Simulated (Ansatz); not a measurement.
LiNbO$_{3}$: ab initio molecular dynamics

Theory: DFT PBEsol, scalar-relativistic, plane waves, PAW in Ansatz 0.2.0. Cutoff 420 eV, shifted (0.5, 0.5, 0.5 steps) 2×2×2 k-points, Fermi–Dirac smearing of 0.02 eV. The mesh is coarse. No spin polarisation.

20 atoms, starting at 1.00 times the perfect crystal's volume (space group R3c); Langevin thermostat at 150 K (friction 0.02 fs⁻¹), fixed cell; 269 steps of 1.5 fs. The run is short and not equilibrated.

First frame:

```xyz
20
Lattice="5.1346 0.0000 0.0000 0.0000 2.9644 -4.6084 0.0000 5.9289 4.6084" Properties=species:S:1:pos:R:3 pbc="T T T"
Li    0.0000    2.9644   -0.7133
Li    2.5673    7.4111   -0.7133
Li    0.0000    5.9289    1.5909
Li    2.5673    4.4467   -3.0175
Nb    0.0000    5.9289    4.5989
Nb    2.5673    4.4467   -0.0095
Nb    0.0000    2.9644    2.2947
Nb    2.5673    7.4111    2.2947
O     4.4912    1.5298    0.8784
O     1.9240    5.9765    0.8784
O     1.5641    3.1246    0.8784
O     4.1314    7.5713    0.8784
O     4.2138    4.2389    0.8784
O     1.6465    2.7567   -3.7300
O     3.4880    5.7211   -1.4258
O     0.9208    1.2745   -1.4258
O     0.6433    4.4942    3.1827
O     3.2106    3.0120   -1.4258
O     1.0032    4.6068   -1.4258
O     3.5705    6.0891    3.1827
```

| Item | Value |
| --- | --- |
| Mean temperature over the second half | 155 K |
| Mean pressure over the second half (kinetic part included) | 0.6 GPa |
| Mean potential energy above the perfect crystal (relaxed, at volume ratio 1; besides heat the difference comes from the crystal's own forces of up to 0.11 eV/Å; its own run had another smearing, without effect beside its gap) | 20 meV/atom |
| Mean-square drift of Li from first to last step (mean shift of all atoms removed) | 0.03 Å² |
| Mean-square drift of Nb from first to last step (mean shift of all atoms removed) | 0.00 Å² |
| Mean-square drift of O from first to last step (mean shift of all atoms removed) | 0.02 Å² |

Pair distribution functions g(r), second half of the run, up to half the cell's height:

| r (Å) | Li-O | Nb-O |
| --- | --- | --- |
| 1.75 | 0.0 | 0.0 |
| 1.85 | 0.2 | 7.8 |
| 1.95 | 3.1 | 4.3 |
| 2.05 | 4.9 | 4.5 |
| 2.15 | 4.6 | 4.6 |
| 2.25 | 3.4 | 0.1 |
| 2.35 | 1.1 | 0.0 |
| 2.45 | 0.7 | 0.0 |

Along the run (potential energy from its first value; pressure with the kinetic part):

```csv
t (fs),T (K),ΔE_pot (meV/atom),P (GPa)
0.0,142,0.0,0.2
15.0,82,9.3,0.2
30.0,82,9.5,-0.1
45.0,92,11.9,1.2
60.0,125,13.2,2.1
75.0,122,17.0,1.4
90.0,129,14.0,0.1
105.0,121,16.6,0.7
120.0,128,15.9,0.6
135.0,144,18.0,-0.3
150.0,128,14.6,-0.5
165.0,165,10.2,1.1
180.0,164,13.3,0.6
195.0,102,18.2,0.8
210.0,151,15.4,0.6
225.0,174,19.5,-0.5
240.0,158,22.4,0.0
255.0,170,19.1,2.3
270.0,129,16.8,1.6
285.0,133,11.8,-0.5
300.0,103,20.2,0.8
315.0,188,17.7,1.7
330.0,134,24.9,1.0
345.0,169,23.7,-0.3
360.0,199,21.5,0.9
375.0,162,20.9,0.3
390.0,169,20.0,-0.2
```

Cost: 1 run of about 45 core-minutes (earlier runs that led there not counted), on Intel Xeon Processor @ 2.50GHz (Skylake/Cascade Lake) (shared hosts).